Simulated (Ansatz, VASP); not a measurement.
## MgO: VASP beside Ansatz

One calculation is typed for both programs; each brings its own data sets. How far apart do they land? The structure shown is the end of the Ansatz relaxation below.

Calculated with Ansatz 0.2.0; plane waves, with VASP 6.6.1 beside it; single point at PBEsol.

**1. Set-up**

The structure is cubic, space group Fm-3m (No. 225). The conventional cell has a = 4.215 Å, b = 4.215 Å, c = 4.215 Å, α = 90.00°, β = 90.00°, γ = 90.00°. Mg has 6 O at 2.11 Å nearest. Nearest to O lie 6 Mg at 2.11 Å. Farther neighbours and most contacts between anions are not listed.

Structure file:

```cif
data_structure
_symmetry_space_group_name_H-M 'Fm-3m'
_symmetry_Int_Tables_number 225
_cell_length_a 4.2151
_cell_length_b 4.2151
_cell_length_c 4.2151
_cell_angle_alpha 90.000
_cell_angle_beta 90.000
_cell_angle_gamma 90.000
_cell_volume 74.89
loop_
_atom_site_label
_atom_site_type_symbol
_atom_site_symmetry_multiplicity
_atom_site_Wyckoff_symbol
_atom_site_fract_x
_atom_site_fract_y
_atom_site_fract_z
_atom_site_occupancy
Mg1 Mg 4 a 0.00000 0.00000 0.00000 1
O1 O 4 b 0.00000 0.50000 0.00000 1
```

**2. Ansatz: relaxation, PBEsol**

Ansatz runs on its PAW soft_1 files.

This run makes the geometry at which the two programs are then compared.

input.yaml reads:

```yaml
crystal:
  lattice:
    - [2.980538, 0.0, 0.0]
    - [0.0, 2.980538, 0.0]
    - [0.0, 0.0, 4.215118]
  atoms:
    - { symbol: Mg, position: [0.0, 0.0, 0.0] }
    - { symbol: Mg, position: [0.5, 0.5, 0.5] }
    - { symbol: O, position: [0.0, 0.0, 0.5] }
    - { symbol: O, position: [0.5, 0.5, 0.0] }
kpoints:
  mp_grid: { grid: [9, 9, 7] }
scf:
  occupations: { method: fermi_dirac, width: 0.02 }
hamiltonian:
  xc: pbesol
  pseudopotentials: { kind: paw, azcp: { folder: soft_1 }, xc_functional: pbe }
basis:
  ecutwfc: 600
output:
  forces: true
  stress: true
relax:
  f_tol: 0.005
  max_steps: 70
  cell: { stress_tol: 0.02, p_target: 0, fix: [c, alpha, beta, gamma] }
```

Run with:

```
ansatz run input.yaml --threads 4 --pin off --max-ram 10240MiB --backend cpu --events-out ev --progress --plain --runs-dir out
```

Numbers of over 12 decimals in the logs are rounded to 6 here.

Log:

```text
Engine: ansatz 0.2.0, aarch64-unknown-linux-gnu
Pseudopotentials: kind: paw
Pseudopotential: Mg, paw, valence charge 10, recommended cutoff 420 eV (normal), soft_1/Mg.paw.azcp
Pseudopotential: O, paw, valence charge 6, recommended cutoff 420 eV (normal), soft_1/O.paw.azcp
Functional definition: PBEsol
  exchange = pbesol_x
  correlation = pbesol_c
Crystal: 4 atoms, lattice volume = 37.445 Å³
Basis set: ecut = 600 eV, 1245 PW (Γ), exchange–correlation on 48×48×72 points (8 copies of the dense FFT grid, shifted against one another)
Bands: 20, of which v1, the nominal top of the filled ones, is band 16 counted from 1 (15 counted from 0)
Symmetry: 32 space group operations
Space group: Fm-3m (ITA 225), of the structure as read, at distance tolerance 3.3e-5 Å
k-points: 60 of 567
Non-local potential: Mg, projectors of the file, l = 0: 3, l = 1: 2, l = 2: 1
Non-local potential: O, projectors of the file, l = 0: 2, l = 1: 2, l = 2: 1
PAW form: soft (Blöchl's): semilocal exchange-correlation on the pseudo side does not see the compensation charge
PAW frozen core: Mg, regenerated for the run's functional, and the local potential with it (the file was generated under x = pbe(κ = 0.804, μ = 0.219515), c = pbe(β = 0.066725))
PAW frozen core: O, regenerated for the run's functional, and the local potential with it (the file was generated under x = pbe(κ = 0.804, μ = 0.219515), c = pbe(β = 0.066725))
PAW one-centre angular grid: Mg, 110 points (default); XC on 64 Gauss nodes
PAW one-centre angular grid: O, 110 points (default); XC on 64 Gauss nodes
Initial density: superposition of atomic densities (chi_scale 0.1, normalization cell, long waves kept (reshape's long-wave potential 0.00 eV rms))
Initial wavefunctions: pseudopotential atomic-orbital guess
Functional: x = pbesol(κ = 0.804, μ = 0.123457), c = pbesol(β = 0.046)
SCF iter   1: F=—  HF=-4951.759838 eV  |F-HF|=—  |Δ(HF+E_count)|=         —  Δρ=7.12e-2  dr2=9.48e-1  ethr=3.10e-3  ⟨swp⟩=6.0  Hψ=5663  notcnv=0
preconditioner: auto → none  [insulator: Δε(μ)=4.263 eV  Ē_g=15.593 eV  σ=0.020 eV  W_gap=1.00  n_scr=14 (ndim 8)  ℏωp=24.3 eV  f_vac=0.000  D(μ)=0.00/eV (n_scr^D=0)  ε∞_Penn≈3.4]
SCF iter   2: F=—  HF=-4951.679594 eV  |F-HF|=—  |Δ(HF+E_count)|=   8.02e-2  Δρ=2.71e-2  dr2=1.59e-1  ethr=2.96e-3  ⟨swp⟩=2.3  Hψ=2541  notcnv=0
SCF iter   3: F=—  HF=-4951.751087 eV  |F-HF|=—  |Δ(HF+E_count)|=   7.15e-2  Δρ=4.84e-3  dr2=4.67e-3  ethr=4.95e-4  ⟨swp⟩=2.1  Hψ=2235  notcnv=0
SCF iter   4: F=—  HF=-4951.756217 eV  |F-HF|=—  |Δ(HF+E_count)|=   5.13e-3  Δρ=6.17e-4  dr2=1.17e-4  ethr=1.46e-5  ⟨swp⟩=2.0  Hψ=2400  notcnv=0
SCF iter   5: F=—  HF=-4951.756211 eV  |F-HF|=—  |Δ(HF+E_count)|=   6.13e-6  Δρ=1.40e-4  dr2=3.84e-6  ethr=3.67e-7  ⟨swp⟩=3.0  Hψ=2049  notcnv=0
SCF iter   6: F=—  HF=-4951.756243 eV  |F-HF|=—  |Δ(HF+E_count)|=   3.17e-5  Δρ=1.78e-5  dr2=5.18e-8  ethr=3.13e-10  ⟨swp⟩=3.3  Hψ=5114  notcnv=0
SCF iter   7: F=-4951.756243 eV  HF=-4951.756243 eV  |F-HF|=2.60e-10  |Δ(HF+E_count)|=   2.72e-8  Δρ=1.60e-6  dr2=4.08e-10  ethr=1.62e-10  ⟨swp⟩=3.0  Hψ=4371  notcnv=0
SCF 1 converged in 7 iterations: F = -4951.756243 eV  dr2 = 4.08e-10
  greatest PAW one-centre occupation: 1.000 electrons in one spin orbital (limit 2), on the Mg atom at site 1 (counted from 0), in its partial waves of l = 0
relax step   1: F+E_penalty+E_count = -4951.75624296 eV  Δ(F+E_penalty+E_count) = +0.000e0 eV  max|allowed force component| = 2.130e-29 eV/Å  Δτ_max = 0.0000 Å  P = +0.002 GPa  Ω = 37.445 Å³  fix = [c, alpha, beta, gamma]  reactions: c +0.002 GPa  (7 SCF iters, dr2 threshold 1.00e-7 eV, accepted)
Initial density: handed on by an earlier stage of this run
Initial wavefunctions: pseudopotential atomic-orbital guess (no wavefunctions were taken with the density)
iter 1 solved again at ethr=9.28e-8 eV; its pass at ethr=3.10e-3 eV (dr2=2.97e-5 eV) is discarded
SCF iter   1: F=—  HF=-4951.756208 eV  |F-HF|=—  |Δ(HF+E_count)|=         —  Δρ=4.74e-6  dr2=4.85e-9  ethr=9.28e-8  ⟨swp⟩=3.6  Hψ=9254  notcnv=0
eigensolver tolerance schedule: the retry pair's looser diagonalisation over-reported the residual by 6122.35 of it (diagonalisation noise at 0.22 of the residual, at the tolerance the schedule requests for it); recorded, not acted on — ethr = c·dr2/N_el stays at c = 1.0e-1
preconditioner: auto → none  [insulator: Δε(μ)=4.620 eV  Ē_g=15.752 eV  σ=0.020 eV  W_gap=1.00  n_scr=14 (ndim 8)  ℏωp=24.3 eV  f_vac=0.000  D(μ)=0.00/eV (n_scr^D=0)  ε∞_Penn≈3.4]
SCF iter   2: F=—  HF=-4951.756243 eV  |F-HF|=—  |Δ(HF+E_count)|=   3.48e-5  Δρ=3.17e-6  dr2=2.13e-9  ethr=1.52e-11  ⟨swp⟩=3.0  Hψ=2920  notcnv=0
SCF iter   3: F=—  HF=-4951.756243 eV  |F-HF|=—  |Δ(HF+E_count)|=  4.33e-10  Δρ=1.74e-6  dr2=5.65e-10  ethr=6.66e-12  ⟨swp⟩=2.1  Hψ=1859  notcnv=0
SCF iter   4: F=—  HF=-4951.756243 eV  |F-HF|=—  |Δ(HF+E_count)|=  8.19e-12  Δρ=8.24e-7  dr2=1.47e-10  ethr=1.76e-12  ⟨swp⟩=2.0  Hψ=2160  notcnv=0
SCF iter   5: F=—  HF=-4951.756243 eV  |F-HF|=—  |Δ(HF+E_count)|=  3.46e-11  Δρ=2.66e-7  dr2=1.51e-11  ethr=1.00e-12  ⟨swp⟩=2.1  Hψ=2012  notcnv=0
SCF iter   6: F=-4951.756243 eV  HF=-4951.756243 eV  |F-HF|=9.09e-13  |Δ(HF+E_count)|=  3.64e-12  Δρ=8.27e-8  dr2=1.33e-12  ethr=1.00e-12  ⟨swp⟩=5.0  Hψ=4774  notcnv=0
SCF 2 converged in 6 iterations: F = -4951.756243 eV  dr2 = 1.33e-12
relax step   2: F+E_penalty+E_count = -4951.75624296 eV  Δ(F+E_penalty+E_count) = -1.764e-10 eV  max|allowed force component| = 2.771e-29 eV/Å  Δτ_max = 0.0000 Å  P = +0.002 GPa  Ω = 37.445 Å³  fix = [c, alpha, beta, gamma]  reactions: c +0.002 GPa  stress off target by 2.21e-3 GPa on what of the cell is left free  SCF on the basis re-selected at this cell (its energy is not comparable with the rows above)  (6 SCF iters)
basis re-selected at this cell: Δ(F+E_penalty+E_count) = -1.764e-10 eV, ΔP = -0.000 GPa vs the last step (what re-selecting the basis moved, of the pressure what is left beyond the Pulay correction that the steps carried, after the strain that the cell walked since its last selection, with what the two solves' SCF thresholds leave and, on support functions, any second-order correction that the steps lacked; it is no  [...]
SCF converged after 6 iterations
Free energy (F): -4951.756243 eV
Harris-Foulkes:  -4951.756243 eV  (|F-HF|=9.09e-13)
Internal energy: -4951.756243 eV  (E = F + TS)
E sigma→0 (E₀):  -4951.756243 eV
Fermi energy:    10.230634 eV
--- Per-component energies (eV) ---
  E_band       = -587.495212
  E_kinetic    = 485.160361
  E_local      = -3385.626292  (includes V_loc(G=0)·N_el)
  E_nonlocal   = 495.475742
  E_hartree    = 1121.213770
  E_xc         = -198.658966
  E_vxc        = -255.891672  (∫ρ·V_xc dr)
  E_paw        = -892.645442  (= ΣΔE_a)
  E_vpaw       = -169.041255  (= ΣTr[D̂ρ^β])
  E_aug_tail   = 0.000361  (compensation charges beyond the density's cutoff)
  E_ewald      = -2576.864078
  E_core_change = 0.188300  (= ΣΔE_core)
  E_smearing   = -0.000000  (= −TS)
  E_closure    = -0.000000  (closes the sum)
  Σ components = -4951.756243   (vs F -4951.756243, Δ=0.00e0)
--- Forces (eV/Å), atoms counted from 1 ---
  atom   1  Mg    -0.00000000    -0.00000000    -0.00000000
  atom   2  Mg    -0.00000000    -0.00000000    -0.00000000
  atom   3  O      0.00000000    -0.00000000    -0.00000000
  atom   4  O     -0.00000000    -0.00000000    -0.00000000
  max |Σ_I F_I| component: 1.72e-28 eV/Å
--- Stress (GPa, compression-positive) ---
        0.002205       0.000000      -0.000000
        0.000000       0.002205       0.000000
       -0.000000       0.000000       0.002080
  P = ⅓ Tr σ = 0.0022 GPa (0.022 kbar)
--- Relaxed structure (1 steps of the walk, 1 accepted, 1 SCFs on fresh bases) ---
  F+E_penalty+E_count = -4951.75624296 eV   max|allowed force component| = 2.771e-29 eV/Å   (the final SCF, on the basis selected at the relaxed cell)
  cell:  # Å, volume = 37.4455 Å³
    - [2.980538, 0.0, 0.0]
    - [0.0, 2.980538, 0.0]
    - [0.0, 0.0, 4.215118]
  atoms:
    - { symbol: Mg, position: [0.0, 0.0, 0.0] }
    - { symbol: Mg, position: [0.500000, 0.500000, 0.5] }
    - { symbol: O, position: [0.0, 0.0, 0.5] }
    - { symbol: O, position: [0.500000, 0.500000, 0.0] }
```

Reading the cycles: dr2 is the Hartree energy of the density residual (eV), the measure of convergence; HF is the Harris–Foulkes estimate of the energy, which meets the free energy F at convergence.

**3. VASP: single point, PBEsol, pair 1**

The same cell, functional, mesh and smearing now go to VASP, with its own data sets.

Lines of VASP's logs that name or quote its potential files are left out, and so is its time.

INCAR reads:

```
SYSTEM = MgO
PREC = Accurate
ENCUT = 600
EDIFF = 1E-06
NELM = 120
ISMEAR = -1
SIGMA = 0.02
LREAL = .FALSE.
ALGO = Normal
GGA = PS
NBANDS = 14
LORBIT = 11
LWAVE = .FALSE.
LCHARG = .FALSE.
ISIF = 2
LASPH = .TRUE.
GGA_COMPAT = .FALSE.
EFERMI = MIDGAP
KPAR = 2
```

POSCAR reads:

```
MgO
1.0
    2.9805380000      0.0000000000      0.0000000000
    0.0000000000      2.9805380000      0.0000000000
    0.0000000000      0.0000000000      4.2151180000
Mg O
2 2
Direct
    0.0000000000      0.0000000000      0.0000000000
    0.5000000000      0.5000000000      0.5000000000
    0.0000000000      0.0000000000      0.5000000000
    0.5000000000      0.5000000000      0.0000000000
```

KPOINTS reads:

```
Automatic mesh
0
Gamma
9 9 7
0 0 0
```

The projector-augmented-wave data sets are Mg and O (PBE family, release 64).

Run with:

```
mpirun -np 2 vasp_std
```

Log:

```text
[banner, memory and clock lines left out]
running    2 mpi-ranks, on    1 nodes
 distrk:  each k-point on    1 cores,    2 groups
 distr:  one band on    1 cores,    1 groups

 POSCAR found type information on POSCAR MgO
 POSCAR found :  2 types and       4 ions
|                                                                             |
|               ----> ADVICE to this user running VASP <----                  |
|                                                                             |
|     You enforced a specific xc type in the INCAR file but a different       |
|     [... a line on the potential file left out ...]
|     I HOPE YOU KNOW WHAT YOU ARE DOING!                                     |
|                                                                             |

 LDA part: xc-table for (Slater+PW92), standard interpolation
 POSCAR, INCAR and KPOINTS ok, starting setup
 FFT: planning ... GRIDC
 FFT: planning ... GRID_SOFT
 FFT: planning ... GRID
 WAVECAR not read
 entering main loop
       N       E                     dE             d eps       ncg     rms          rms(c)
DAV:   1     0.616513471917E+02    0.61651E+02   -0.89600E+03  1776   0.117E+03
DAV:   2    -0.240477041597E+02   -0.85699E+02   -0.78576E+02  2186   0.223E+02
DAV:   3    -0.277830714616E+02   -0.37354E+01   -0.37226E+01  2004   0.468E+01
DAV:   4    -0.277979607839E+02   -0.14889E-01   -0.14889E-01  1920   0.350E+00
DAV:   5    -0.277980210519E+02   -0.60268E-04   -0.60267E-04  2052   0.220E-01    0.942E+00
DAV:   6    -0.251005910924E+02    0.26974E+01   -0.81226E+00  1686   0.237E+01    0.308E+00
DAV:   7    -0.250588778772E+02    0.41713E-01   -0.12836E-01  1752   0.339E+00    0.188E+00
DAV:   8    -0.250320524448E+02    0.26825E-01   -0.53251E-02  1830   0.292E+00    0.371E-01
DAV:   9    -0.250307817131E+02    0.12707E-02   -0.18330E-03  2106   0.431E-01    0.137E-01
DAV:  10    -0.250307678357E+02    0.13877E-04   -0.53017E-04  1908   0.194E-01    0.105E-02
DAV:  11    -0.250307687986E+02   -0.96291E-06   -0.19911E-06  1824   0.144E-02
   1 F= -.25030769E+02 E0= -.25030769E+02  d E =0.000000E+00
```

From OUTCAR (step 3):

```text
ion  position               nearest neighbor table
   1  0.000  0.000  0.000-   4 2.11   4 2.11   4 2.11   4 2.11   3 2.11   3 2.11   2 2.98   2 2.98
                             2 2.98   2 2.98   2 2.98   2 2.98   2 2.98   2 2.98
   2  0.500  0.500  0.500-   3 2.11   3 2.11   3 2.11   3 2.11   4 2.11   4 2.11   1 2.98   1 2.98
                             1 2.98   1 2.98   1 2.98   1 2.98   1 2.98   1 2.98
   3  0.000  0.000  0.500-   2 2.11   2 2.11   2 2.11   2 2.11   1 2.11   1 2.11
   4  0.500  0.500  0.000-   1 2.11   1 2.11   1 2.11   1 2.11   2 2.11   2 2.11

  LATTYP: Found a simple tetragonal cell.
 ALAT       =     2.9805380000
 C/A-ratio  =     1.4142138097

 Subroutine GETGRP returns: Found 16 space group operations
 (whereof 16 operations were pure point group operations)

The static configuration has the point symmetry D_4h.

 Found     60 irreducible k-points:

   k-points           NKPTS =     60   k-points in BZ     NKDIM =     60   number of bands    NBANDS=     14

   dimension x,y,z NGX =    24 NGY =   24 NGZ =   36
   dimension x,y,z NGXF=    48 NGYF=   48 NGZF=   72

   ENCUT  =  600.0 eV  44.10 Ry    6.64 a.u.   5.95  5.95  8.42*2*pi/ulx,y,z

   NELECT =      16.0000    total number of electrons

 k-points in reciprocal lattice and weights: Automatic mesh
   0.00000000  0.00000000  0.00000000       0.002
   0.11111111  0.00000000  0.00000000       0.007
   0.22222222  0.00000000  0.00000000       0.007
   0.33333333  0.00000000  0.00000000       0.007
   0.44444444  0.00000000  0.00000000       0.007
   0.11111111  0.11111111  0.00000000       0.007
   0.22222222  0.11111111  0.00000000       0.014
   0.33333333  0.11111111  0.00000000       0.014
   0.44444444  0.11111111  0.00000000       0.014
[...]
0.44444444  0.33333333  0.42857143       0.028
   0.44444444  0.44444444  0.42857143       0.014

 average (electrostatic) potential at core
       1 -34.6950       2 -34.6950       3 -69.5828       4 -69.5828

 E-fermi :   5.3567

 k-point     1 :       0.0000    0.0000    0.0000
  band No.  band energies     occupation
    ...
      4       1.6862      2.00000
      5       1.6862      2.00000
      6       3.0496      2.00000
      7       3.0496      2.00000
      8       3.0496      2.00000
      9       7.6638      0.00000
     10      11.9697      0.00000
     11      12.9042      0.00000
     12      15.9984      0.00000
     13      18.6711      0.00000
    ...

 k-point     2 :       0.1111    0.0000    0.0000
  band No.  band energies     occupation
    ...
      4       1.3140      2.00000
      5       1.7287      2.00000
      6       2.5150      2.00000
      7       2.9471      2.00000
      8       3.0121      2.00000
      9       8.2036      0.00000
     10      12.2980      0.00000
     11      13.3122      0.00000
     12      15.8703      0.00000
     13      17.5626      0.00000
    ...

 k-point     3 :       0.2222    0.0000    0.0000
  band No.  band energies     occupation
    ...
      4       0.5098      2.00000
      5       1.4328      2.00000
      6       1.8513      2.00000
      7       2.6306      2.00000
      8       2.9026      2.00000
      9       9.3480      0.00000
     10      12.8437      0.00000
     11      14.4196      0.00000
     12      15.5304      0.00000
     13      16.0626      0.00000
    ...

  Total       -0.2076129     -0.2076129     -0.2078764      0.0000000      0.0000000      0.0000000
  in kB       -8.8831268     -8.8831268     -8.8944024      0.0000000      0.0000000      0.0000000
  external PRESSURE =      -8.8868853 kB  Pullay stress =       0.0000000 kB

  energy-cutoff  :      600.00
  volume of cell :       37.45
      direct lattice vectors                 reciprocal lattice vectors
     2.980538000  0.000000000  0.000000000     0.335509898  0.000000000  0.000000000
     0.000000000  2.980538000  0.000000000     0.000000000  0.335509898  0.000000000
     0.000000000  0.000000000  4.215118000     0.000000000  0.000000000  0.237241282

 POSITION                                       TOTAL-FORCE (eV/Angst)
 -----------------------------------------------------------------------------------
      0.00000      0.00000      0.00000        -0.000000     -0.000000      0.000000
      1.49027      1.49027      2.10756        -0.000000     -0.000000      0.000000
      0.00000      0.00000      2.10756        -0.000000     -0.000000      0.000000
      1.49027      1.49027      0.00000         0.000000      0.000000     -0.000000
 -----------------------------------------------------------------------------------
    total drift:                                0.000000     -0.000000     -0.000000

  FREE ENERGIE OF THE ION-ELECTRON SYSTEM (eV)
  ---------------------------------------------------
  free  energy   TOTEN  =       -25.0307687986 eV

  energy  without entropy=      -25.0307687986  energy(sigma->0) =      -25.03076880

 total charge
# of ion       s       p       d       tot
------------------------------------------
    1        0.150   0.180   0.080   0.410
    2        0.150   0.180   0.080   0.410
    3        1.534   3.541   0.000   5.075
    4        1.534   3.541   0.000   5.075
--------------------------------------------------
tot          3.367   7.444   0.159  10.969

[... 3 further parts left out ...]
```

The gap is read on the k-mesh alone, so it is an upper bound where the band edges lie off the mesh. The PAW data sets were made with PBE, which is usual practice but a small mismatch for other functionals.

**4. Side by side**

Known differences besides the potentials themselves: the data sets hold 32 valence electrons in Ansatz (on its PAW soft_1 files) and 16 in VASP; Ansatz makes its cores anew for this functional, VASP keeps those of its PBE data sets; Ansatz's pressure holds a Pulay correction, VASP's none. Total energies have different zeros and are not compared.

Compared:

```tsv
quantity	Ansatz	VASP	difference
pressure (GPa)	0.00	-0.89	+0.89
gap on the k mesh (eV)	4.620	4.614	+0.005
```

A gap on the mesh is an upper bound, since the band edges may lie between its points.

**5. Ansatz: relaxation, PBEsol**

This run makes the geometry at which the two programs are then compared. The cell compared in this pair holds 37.06 Å³, against 37.45 Å³ for the pair before.

The structure compared here is the end of the Ansatz relaxation.

input.yaml: that of step 2 with these lines changed.

```diff
@@ -2,5 +2,5 @@
   lattice:
-    - [2.980538, 0.0, 0.0]
-    - [0.0, 2.980538, 0.0]
-    - [0.0, 0.0, 4.215118]
+    - [2.99544069, 0.0, 0.0]
+    - [0.0, 2.99544069, 0.0]
+    - [0.0, 0.0, 4.13081564]
   atoms:
```

Run with:

```
ansatz run input.yaml --threads 4 --pin off --max-ram 10240MiB --backend cpu --events-out ev --progress --plain --runs-dir out
```

Log:

```text
[...]
Crystal: 4 atoms, lattice volume = 37.064 Å³
Basis set: ecut = 600 eV, 1229 PW (Γ), exchange–correlation on 48×48×72 points (8 copies of the dense FFT grid, shifted against one another)
Bands: 20, of which v1, the nominal top of the filled ones, is band 16 counted from 1 (15 counted from 0)
Symmetry: 32 space group operations
[...]
k-points: 60 of 567
[...]
P = ⅓ Tr σ = 1.8679 GPa (18.679 kbar)
--- Relaxed structure (2 steps of the walk, 2 accepted, 1 SCFs on fresh bases) ---
[...]
cell:  # Å, volume = 37.0626 Å³
    - [2.995368, 0, 0]
    - [0, 2.995368, 0]
    - [0, 0, 4.13081564]
  atoms:
    - { symbol: Mg, position: [0, 0, 0.0] }
    - { symbol: Mg, position: [0.500000, 0.500000, 0.500000] }
    - { symbol: O, position: [0, 0, 0.500000] }
    - { symbol: O, position: [0.500000, 0.500000, 0.0] }
[key lines of the parts left out:]
SCF converged after 13 iterations
Free energy (F): -4951.743477 eV
Fermi energy:    10.409626 eV
```

(Continued in part 2 of 2.)

[Lines on the potential files, build, host, timing and source positions are cut from VASP's logs without a mark.]

[Logs are printed without paths, hosts, clocks, repeated set-up lines and the standing remarks that a program may print on its own settings, such as how far it seeks lower states.]

[Hosts, paths, dates, database ids (printed as entryN), source tags and the programs' standing remarks are cut or masked in the printed files.]
